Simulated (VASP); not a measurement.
# ZnO (zincite) (P6_3mc) in VASP: notebook

One crystal, ZnO (zincite), is run at these levels: PBEsol, RPBE, PBE; tasks: relaxation of cell and atoms, single point.

Everything below comes from runs of VASP 6.6.1. Logs are shortened: lines on timing, memory, paths and dates and some standing lists are left out, and cuts for length are marked.

**What was measured.**

From “Electronic structure of alkaline earth and post-transition metal oxides”, 2009, arxiv:0908.1581, for a bulk crystal of ZnO: band gap 3.37 eV.

How close the calculation comes is told below.

## 1. The crystal as given

Symmetry: P6_3mc, No. 186, hexagonal system. Conventional cell: a = 3.249 Å, b = 3.249 Å, c = 5.206 Å, α = 90.00°, β = 90.00°, γ = 120.00°. Around Zn (site symmetry 3m) lie 4 O at 1.97 to 1.98 Å. O (site symmetry 3m) is surrounded by 4 Zn at 1.97 to 1.98 Å.

## 2. Relaxation of cell and atoms, PBEsol

Contents of INCAR:

```
SYSTEM = ZnO
ALGO = Normal
EDIFF = 1E-7
EDIFFG = -0.02
ENCUT = 600
GGA = PS
IBRION = 2
ISIF = 3
ISMEAR = -1
LASPH = .TRUE.
LCHARG = .FALSE.
LREAL = .FALSE.
LWAVE = .FALSE.
NELM = 100
NSW = 60
PREC = Accurate
SIGMA = 0.05
```

Contents of KPOINTS:

```
k-points
0
G
  9 9 5
  0 0 0
```

Contents of POSCAR:

```
ZnO
1.0
    3.2493080000      0.0000000000      0.0000000000
   -1.6246540000      2.8139832727      0.0000000000
    0.0000000000      0.0000000000      5.2057090000
Zn O
2 2
Direct
    0.6666666667      0.3333333333      0.0000000000
    0.3333333333      0.6666666667      0.5000000000
    0.3333333333      0.6666666667      0.8790100000
    0.6666666667      0.3333333333      0.3790100000
```

Potentials or basis: VASP PAW PBE potentials, release 64 (Zn, O).

Started as:

```console
$ cat potpaw_PBE.64/Zn/POTCAR potpaw_PBE.64/O/POTCAR > POTCAR
$ mpirun -np 1 vasp_std > vasp.out
```

OUTCAR:

```text
SYSTEM = ZnO
   EDIFF = 1E-7
   EDIFFG = -0.02
   ENCUT = 600
   GGA = PS
   IBRION = 2
   ISIF = 3
   ISMEAR = -1
   LASPH = .TRUE.
   LREAL = .FALSE.
   NELM = 100
   NSW = 60
   PREC = Accurate

 ion  position               nearest neighbor table
   1  0.667  0.333  0.000-   4 1.97   3 1.98   3 1.98   3 1.98
   2  0.333  0.667  0.500-   3 1.97   4 1.98   4 1.98   4 1.98
   3  0.333  0.667  0.879-   2 1.97   1 1.98   1 1.98   1 1.98
   4  0.667  0.333  0.379-   1 1.97   2 1.98   2 1.98   2 1.98

  LATTYP: Found a hexagonal cell.
 ALAT       =     3.2493080000
 C/A-ratio  =     1.6020977390

  Lattice vectors:

 A1 = (   3.2493080000,   0.0000000000,   0.0000000000)
 A2 = (  -1.6246540000,   2.8139832727,   0.0000000000)
 A3 = (   0.0000000000,   0.0000000000,   5.2057090000)

Analysis of symmetry for initial positions (statically):
=====================================================================
 Subroutine PRICEL returns:
 Original cell was already a primitive cell.

 Routine SETGRP: Setting up the symmetry group for a
 hexagonal supercell.

 Subroutine GETGRP returns: Found 12 space group operations
 (whereof  6 operations were pure point group operations)
 out of a pool of 24 trial point group operations.

The static configuration has the point symmetry C_3v.
 The point group associated with its full space group is C_6v.

Analysis of symmetry for dynamics (positions and initial velocities):
=====================================================================
 Subroutine PRICEL returns:
 Original cell was already a primitive cell.

 Routine SETGRP: Setting up the symmetry group for a
 hexagonal supercell.

 Subroutine GETGRP returns: Found 12 space group operations
 (whereof  6 operations were pure point group operations)
 out of a pool of 24 trial point group operations.

The dynamic configuration has the point symmetry C_3v.
 The point group associated with its full space group is C_6v.

 Subroutine INISYM returns: Found 12 space group operations
 (whereof  6 operations are pure point group operations),
 and found     1 'primitive' translations

----------------------------------------------------------------------------------------

                                     Primitive cell

  volume of cell :      47.5984

  direct lattice vectors                    reciprocal lattice vectors
     3.249308000  0.000000000  0.000000000     0.307757836  0.177684070  0.000000000
    -1.624654000  2.813983273  0.000000000     0.000000000  0.355368139  0.000000000
     0.000000000  0.000000000  5.205709000     0.000000000  0.000000000  0.192096792

  length of vectors
     3.249308000  3.249308000  5.205709000     0.355368139  0.355368139  0.192096792

  position of ions in fractional coordinates (direct lattice)
     0.666666667  0.333333333  0.000000000
     0.333333333  0.666666667  0.500000000
     0.333333333  0.666666667  0.879010000
     0.666666667  0.333333333  0.379010000

  ion indices of the primitive-cell ions
   primitive index   ion index
                 1           1
                 2           2
                 3           3
                 4           4

----------------------------------------------------------------------------------------

 KPOINTS: k-points

Automatic generation of k-mesh.
 Grid dimensions read from file:
 generate k-points for:    9    9    5

 Generating k-lattice:

  Cartesian coordinates                     Fractional coordinates (reciprocal lattice)
     0.034195315  0.019742674  0.000000000     0.111111111  0.000000000  0.000000000
     0.000000000  0.039485349  0.000000000     0.000000000  0.111111111  0.000000000
     0.000000000  0.000000000  0.038419358     0.000000000  0.000000000  0.200000000

  Length of vectors
     0.039485349  0.039485349  0.038419358

  Shift w.r.t. Gamma in fractional coordinates (k-lattice)
     0.000000000  0.000000000  0.000000000

 Subroutine IBZKPT returns following result:
 ===========================================

 Found     36 irreducible k-points:

 Following reciprocal coordinates:
            Coordinates               Weight
  0.000000  0.000000  0.000000      1.000000
  0.111111  0.000000  0.000000      6.000000
  0.222222  0.000000  0.000000      6.000000
  0.333333  0.000000  0.000000      6.000000
  0.444444  0.000000  0.000000      6.000000
  0.111111  0.111111  0.000000      6.000000
[... 16 lines left out ...]
  0.333333  0.222222  0.200000     24.000000
  0.333333  0.333333  0.200000      4.000000
 [... further k-points ...]
   k-points           NKPTS =     36   k-points in BZ     NKDIM =     36   number of bands    NBANDS=     22
   number of dos      NEDOS =    301   number of ions     NIONS =      4
   total plane-waves  NPLWV =  32928
   dimension x,y,z NGX =    28 NGY =   28 NGZ =   42
   dimension x,y,z NGXF=    56 NGYF=   56 NGZF=   84
   ions per type =               2   2
   NGX,Y,Z   is equivalent  to a cutoff of  14.33, 14.33, 13.41 a.u.
   NGXF,Y,Z  is equivalent  to a cutoff of  28.65, 28.65, 26.83 a.u.
 SYSTEM =  ZnO
   PREC   = accura    normal or accurate (medium, high low for compatibility)
   ISTART =      0    job   : 0-new  1-cont  2-samecut
   ICHARG =      2    charge: 1-file 2-atom 10-const
   ISPIN  =      1    spin polarized calculation?
   LNONCOLLINEAR =      F non collinear calculations
   LSORBIT =      F    spin-orbit coupling
   LASPH  =      T    aspherical Exc in radial PAW
   ENCUT  =  600.0 eV  44.10 Ry    6.64 a.u.   6.49  6.49 10.40*2*pi/ulx,y,z
   NELM   =    100;   NELMIN=  2; NELMDL= -5     # of ELM steps
   EDIFF  = 0.1E-06   stopping-criterion for ELM
   LREAL  =      F    real-space projection
   EDIFFG = -.2E-01   stopping-criterion for IOM
   NSW    =     60    number of steps for IOM
   IBRION =      2    ionic relax: 0-MD 1-quasi-New 2-CG
   NFREE  =      1    steps in history (QN), initial steepest desc. (CG)
   ISIF   =      3    stress and relaxation
   ISYM   =      2    0-nonsym 1-usesym 2-fastsym
   POTIM  = 0.5000    time-step for ionic-motion
   TEBEG  =    0.0;   TEEND  =   0.0 temperature during run
   PSTRESS=    0.0 pullay stress
   NELECT =      36.0000    total number of electrons
   NUPDOWN=      -1.0000    fix difference up-down
   EMIN   =  10.00;   EMAX   =-10.00  energy-range for DOS
   EFERMI =   0.00;   METHOD = LEGACY
   ISMEAR =    -1;   SIGMA  =   0.05  broadening in eV -4-tet -1-fermi 0-gaus
   EFERMI_NEDOS =   21; number of points for ismear=-14 and -15
   IALGO  =     38    algorithm
   IMIX   =      4    mixing-type and parameters
     AMIX     =   0.40;   BMIX     =  1.00
     AMIX_MAG =   1.60;   BMIX_MAG =  1.00
  volume/ion in A,a.u.               =      11.90        80.30
  Fermi-wavevector in a.u.,A,eV,Ry     =   1.491574  2.818667 30.270160  2.224794
  Thomas-Fermi vector in A             =   2.604212
   LORBIT       =      0    0 simple, 1 ext, 2 COOP (PROOUT), +10 PAW based schemes
   GGA     = PS    functional components
   LHFCALC =     F    Hartree Fock is set to
   AEXX    =    0.0000 exact exchange contribution
   IVDW    =     0    specifies the selected vdW correction
   LEPSILON=     F    determine dielectric tensor
   LRPA    =     F    only Hartree local field effects (RPA)
 conjugate gradient relaxation of ions
 non-spin polarized calculation
  energy-cutoff  :      600.00
  volume of cell :       47.60
 maximum number of plane-waves:      1605
 NGX is ok and might be reduce to    28
   NGX = 13   NGY = 13   NGZ = 21

--------------------------------------- Ionic step        1  -------------------------------------------

 number of electron      36.0000008 magnetization

 Free energy of the ion-electron system (eV)
  ---------------------------------------------------
  ext. energy  EPLUGINS =         0.00000000
  ---------------------------------------------------
  free energy    TOTEN  =       -19.41388295 eV

  energy without entropy =      -19.41387322  energy(sigma->0) =      -19.41387809

------------------------ aborting loop because EDIFF is reached ----------------------------------------

  FORCE on cell =-STRESS in cart. coord.  units (eV):
  Direction    XX          YY          ZZ          XY          YZ          ZX
  --------------------------------------------------------------------------------------
  -------------------------------------------------------------------------------------
  Total       -0.3608360     -0.3608360      0.1487930      0.0000000      0.0000000      0.0000000
  in kB      -12.1458580    -12.1458580      5.0084221      0.0000000      0.0000000      0.0000000
  external PRESSURE =      -6.4277646 kB  Pullay stress =       0.0000000 kB

 VOLUME and BASIS-vectors are now :
 -----------------------------------------------------------------------------
  energy-cutoff  :      600.00
  volume of cell :       47.60
      direct lattice vectors                 reciprocal lattice vectors
     3.249308000  0.000000000  0.000000000     0.307757836  0.177684070  0.000000000
    -1.624654000  2.813983273  0.000000000     0.000000000  0.355368139  0.000000000
     0.000000000  0.000000000  5.205709000     0.000000000  0.000000000  0.192096792
[... 39 lines left out ...]
 POSITION                                       TOTAL-FORCE (eV/Angst)
 -----------------------------------------------------------------------------------
      1.61758      0.93391      5.21190        -0.000000      0.000000      0.031319
     -0.00000      1.86782      2.60438        -0.000000     -0.000000      0.031319
     -0.00000      1.86782      4.58723         0.000000     -0.000000     -0.031319
      1.61758      0.93391      1.97970         0.000000      0.000000     -0.031319
 -----------------------------------------------------------------------------------
    total drift:                                0.000000     -0.000000      0.000756

  FREE ENERGIE OF THE ION-ELECTRON SYSTEM (eV)
  ---------------------------------------------------
  free  energy   TOTEN  =       -19.4153391017 eV

  energy  without entropy=      -19.4153297532  energy(sigma->0) =      -19.41533443

--------------------------------------- Ionic step        3  -------------------------------------------

 number of electron      36.0000007 magnetization

 Free energy of the ion-electron system (eV)
  ---------------------------------------------------
  ext. energy  EPLUGINS =         0.00000000
  ---------------------------------------------------
  free energy    TOTEN  =       -19.41550685 eV

  energy without entropy =      -19.41549743  energy(sigma->0) =      -19.41550214

 E-fermi :   1.4811     XC(G=0): -11.2139

 val. band max:        1.0986300354   @ k =   0.0000   0.0000   0.0000
 cond. band min:       1.7859968125   @ k =   0.0000   0.0000   0.0000
 fundamental gap:      0.6873667770
 Fermi energy:         1.4810859107

 k-point     1 :       0.0000    0.0000    0.0000
  band No.  band energies     occupation
      1     -16.9889      2.00000
      2     -16.2375      2.00000
      3      -4.6570      2.00000
      4      -4.6463      2.00000
      5      -4.6463      2.00000
      6      -4.5892      2.00000
[... 14 lines left out ...]
     21       9.2062      0.00000
     22      13.8815      0.00000
[... 552 lines left out ...]
  band No.  band energies     occupation
      1     -16.1025      2.00000
      2     -16.1025      2.00000
      3      -4.6574      2.00000
      4      -4.4480      2.00000
      5      -4.4480      2.00000
      6      -4.1107      2.00000
[... 14 lines left out ...]
     21       8.7956      0.00000
     22       9.0960      0.00000

 [... further k-points ...]

------------------------ aborting loop because EDIFF is reached ----------------------------------------

  FORCE on cell =-STRESS in cart. coord.  units (eV):
  Direction    XX          YY          ZZ          XY          YZ          ZX
  --------------------------------------------------------------------------------------
  -------------------------------------------------------------------------------------
  Total        0.0060761      0.0060761      0.0684746      0.0000000      0.0000000      0.0000000
  in kB        0.2056069      0.2056069      2.3170709      0.0000000      0.0000000      0.0000000
  external PRESSURE =       0.9094282 kB  Pullay stress =       0.0000000 kB

 VOLUME and BASIS-vectors are now :
 -----------------------------------------------------------------------------
  energy-cutoff  :      600.00
  volume of cell :       47.35
      direct lattice vectors                 reciprocal lattice vectors
     3.238532993  0.000000000  0.000000000     0.308781786  0.178275247  0.000000000
    -1.619266496  2.804651843  0.000000000     0.000000000  0.356550494  0.000000000
    -0.000000000  0.000000000  5.212827349     0.000000000 -0.000000000  0.191834475

 POSITION                                       TOTAL-FORCE (eV/Angst)
 -----------------------------------------------------------------------------------
      1.61927      0.93488      5.21043        -0.000000      0.000000      0.008539
     -0.00000      1.86977      2.60402        -0.000000      0.000000      0.008539
     -0.00000      1.86977      4.58452         0.000000      0.000000     -0.008539
      1.61927      0.93488      1.97811         0.000000      0.000000     -0.008539
 -----------------------------------------------------------------------------------
    total drift:                                0.000000      0.000000      0.000162

  FREE ENERGIE OF THE ION-ELECTRON SYSTEM (eV)
  ---------------------------------------------------
  free  energy   TOTEN  =       -19.4155068539 eV

  energy  without entropy=      -19.4154974271  energy(sigma->0) =      -19.41550214

 reached required accuracy - stopping structural energy minimisation
```

Wall time 52 s (1 thread of Intel Xeon 6975P-C (Granite Rapids), shared host); peak memory 0.19 GiB.

Results:

```yaml
Free_energy: -19.4155 eV
Relaxed_volume: 11.84 Å³/atom
Relaxed_cell: a = 3.239 Å, b = 3.239 Å, c = 5.213 Å, α = 90.00°, β = 90.00°, γ = 120.00°
Space_group_after_relaxing_to_0.05_Å: P6_3mc (No. 186)
Energy_gained_by_relaxing: 0.4 meV/atom
Ionic_steps: 3
Pressure_after_relaxing: 0.1 GPa
Largest_force_after_relaxing: 0.009 eV/Å
Band_gap_on_the_k_mesh: 0.69 eV, direct
```

Forces on the atoms (eV/Å):
```
Zn   0.000  0.000  0.009
Zn   0.000  0.000  0.009
O    0.000  0.000 -0.009
O    0.000  0.000 -0.009
```

Stress tensor (GPa, compression positive):
```
0.02 0.00 0.00
0.00 0.02 0.00
0.00 0.00 0.23
```

The path:
```tsv
step	energy change (eV)	largest force (eV/Å)	pressure (GPa)	volume (Å³)
1	0.0000	0.0651	-0.64	47.60
2	-0.0015	0.0313	0.30	47.27
3	-0.0016	0.0085	0.09	47.35
```

Final structure:
```
Zn O
1.0
     3.23853    0.00000    0.00000
    -1.61927    2.80465    0.00000
     0.00000    0.00000    5.21283
Zn O
2 2
Direct
  0.66667 0.33333 0.99954
  0.33333 0.66667 0.49954
  0.33333 0.66667 0.87947
  0.66667 0.33333 0.37947
```

Caveat: the PAW data sets were made with another functional, which shifts forces and pressure a little.

## 3. Relaxation of cell and atoms, RPBE

Contents of INCAR:

```
  PREC = Accurate
  ENCUT = 600
  EDIFF = 1E-6
  ISMEAR = -1
  SIGMA = 0.05
  LREAL = False
  LASPH = True
  NELM = 100
  ALGO = Normal
  ISIF = 3
  LWAVE = False
  LCHARG = False
  GGA = RP
  IBRION = 2
  NSW = 60
  EDIFFG = -0.01
```

Contents of KPOINTS:

```
Automatic mesh
0
Gamma
  9 9 5
```

POSCAR is that of step 2.

Potentials or basis: VASP PAW PBE potentials, release 64 (Zn, O).

Started as:

```console
$ cat potpaw_PBE.64/Zn/POTCAR potpaw_PBE.64/O/POTCAR > POTCAR
$ mpirun -np 1 vasp_std > vasp.out
```

It took 90 s on 1 thread of Intel Xeon 6975P-C (Granite Rapids), shared host; peak memory 0.2 GiB.

The run converged. Its results:

```
Free energy                            : -16.3750 eV
Relaxed volume                         : 12.85 Å³/atom
Relaxed cell                           : a = 3.328 Å, b = 3.328 Å, c = 5.358 Å, α = 90.00°, β = 90.00°, γ = 120.00°
Space group after relaxing (to 0.05 Å) : P6_3mc (No. 186)
Energy gained by relaxing              : 28.8 meV/atom
Ionic steps                            : 5
Pressure after relaxing                : -0.1 GPa
Largest force after relaxing           : 0.007 eV/Å
Band gap on the k mesh                 : 0.77 eV, direct
```

Forces in eV/Å, atoms in the order of the input:
```
Zn   0.000  0.000  0.007
Zn   0.000  0.000  0.007
O    0.000  0.000 -0.007
O    0.000  0.000 -0.007
```

Stress tensor (GPa, compression positive):
```
-0.12  0.00  0.00
 0.00 -0.12  0.00
 0.00  0.00 -0.02
```

The path:
| step | energy change (eV) | largest force (eV/Å) | pressure (GPa) | volume (Å³) |
| --- | --- | --- | --- | --- |
| 1 | 0.0000 | 0.0807 | 10.49 | 47.60 |
| 2 | -0.0939 | 0.0223 | -3.71 | 53.17 |
| 3 | -0.1153 | 0.0022 | 0.05 | 51.35 |
| 4 | -0.1153 | 0.0033 | -0.08 | 51.43 |
| 5 | -0.1153 | 0.0074 | -0.09 | 51.39 |

Final structure:
```
CELL_PARAMETERS angstrom
3.32770 0.00000 0.00000
-1.66385 2.88187 0.00000
0.00000 0.00000 5.35831
ATOMIC_POSITIONS crystal
Zn 0.66667 0.33333 0.99950
Zn 0.33333 0.66667 0.49950
O 0.33333 0.66667 0.87951
O 0.66667 0.33333 0.37951
```

Levels at points of the mesh, in eV from the valence-band top:
| k point | band 16 | band 17 | band 18 | band 19 | band 20 | band 21 |
| --- | --- | --- | --- | --- | --- | --- |
| (0.00, 0.00, 0.00) | -0.06 | 0.00 | 0.00 | 0.77 | 5.03 | 8.07 |

Caveat: the PAW data sets were made with another functional, which shifts forces and pressure a little. Zero-point motion and thermal expansion aren't in these numbers.

(Part 1 of 2 ends here.)
